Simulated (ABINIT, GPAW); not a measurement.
Given: the input of a run of GPAW 26.7.0 (ASE script) on ZnS. 

File run.py:

```python
from ase import Atoms
from ase.dft.bandgap import bandgap
from ase.io import write
from ase.units import Bohr, GPa
from gpaw import GPAW, PW
from gpaw.elf import elf_from_dft_calculation

atoms = Atoms(['Zn', 'S'],
              cell=[[0.0, 2.702, 2.702],
                    [2.702, 0.0, 2.702],
                    [2.702, 2.702, 0.0]],
              scaled_positions=[[0.75, 0.75, 0.75],
                                [0.0, 0.0, 0.0]],
              pbc=True)

calc = GPAW(mode=PW(600),
            xc='PBE',
            kpts={'size': (9, 9, 9), 'gamma': True},
            occupations={'name': 'fermi-dirac', 'width': 0.05},
            nbands=18,
            convergence={'density': 1e-05, 'energy': 1e-05},
            maxiter=150,
            txt='gpaw.txt')
atoms.calc = calc
energy = atoms.get_potential_energy()
forces = atoms.get_forces()
stress = atoms.get_stress()
calc.write('gs.gpw')
write('result.traj', atoms)
print(f'Energy: {energy:.6f} eV')
print('Forces (eV/A):')
print(forces.round(4))
print('Stress (GPa):', (stress / GPa).round(3))
print('Fermi level:', round(calc.get_fermi_level(), 4), 'eV')
print(f'Gap: {bandgap(calc)[0]:.4f} eV, direct: {bandgap(calc, direct=True)[0]:.4f} eV')

# fields on the real-space grid
write('density.cube', atoms, data=calc.get_pseudo_density() * Bohr**3)
write('potential.cube', atoms, data=calc.get_electrostatic_potential())
write('elf.cube', atoms, data=elf_from_dft_calculation(calc).data)
```

Potentials or basis: GPAW PAW data sets (gpaw-data 1.2.1), pw.

Command:

```console
$ OMP_NUM_THREADS=1 python run.py
```

What does the same run look like in ABINIT 10.8.3 (patched build)? Potentials or basis there: JTH PAW PBE v2.0, cutoff 599 eV.

As run (cutoffs and basis follow the program's own potentials, and thresholds, step limits or extra output files can differ):

The input run.abi:

```
pp_dirpath "./"
pseudos "Zn.GGA_PBE-JTH.xml, S.GGA_PBE-JTH.xml"

acell 3*1.0 Angstrom
rprim
     0.0000000000     2.7020000000     2.7020000000
     2.7020000000     0.0000000000     2.7020000000
     2.7020000000     2.7020000000     0.0000000000
ntypat 2
znucl 30 16
natom 2
typat 1 2
xred
     0.7500000000     0.7500000000     0.7500000000
     0.0000000000     0.0000000000     0.0000000000

ecut 22.0
pawecutdg 44.0

kptopt 1
ngkpt 9 9 9
nshiftk 1
shiftk 0.0 0.0 0.0

ixc 11

nband 13
occopt 3
tsmear 0.05 eV

nstep 100
tolvrs 1.0e-9

iomode 3
prtwf 0
prtden 0
prteig 0
prtebands 0
enunit 1
```

Potentials or basis: JTH PAW PBE v2.0.

Launch:

```console
$ abinit run.abi > log 2>&1
```

Both were run:

|  | GPAW | ABINIT |
| --- | --- | --- |
| Pressure | 1.6 GPa | 1.4 GPa |

Pressure is positive in compression.
